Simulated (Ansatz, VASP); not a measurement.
Two plane-wave programs on Al

```
Al
1.0
     2.85055    0.00000    0.00000
    -1.42527    2.46865    0.00000
     0.00000    0.00000    4.63714
Al
2
Direct
  0.33333 0.66667 0.25000
  0.66667 0.33333 0.75000
```

This isn't the form of Al at room conditions, which is fcc.

Alike in both runs: functional PBEsol; k mesh 18 × 18 × 10; occupations gaussian, width 0.1 eV; no spin polarisation.

Ansatz relaxed the structure, and its values are those at the end. VASP's run is a single point on that final structure, the one shown.

|  | VASP | Ansatz |
| --- | --- | --- |
| version | VASP 6.6.1 | Ansatz 0.2.0 |
| potentials or method | VASP PAW PBE potentials, release 64 (Al) | scalar-relativistic, plane waves, PAW |
| plane-wave cutoff (eV) | 520 | 420 |
| valence electrons in the cell | 6 | 6 |

```csv
,VASP,Ansatz,Ansatz less VASP
gap on the k mesh at the Fermi level (eV),none,none,-
pressure (GPa),0.0,0.0,-0.06
```

A gap of «none» marks a metal or a gap that the smearing closes. With one functional, cell and mesh, what is left measures potentials, basis and numerics.

Caveats: the PAW data sets were made with another functional, which shifts forces and pressure a little (VASP).
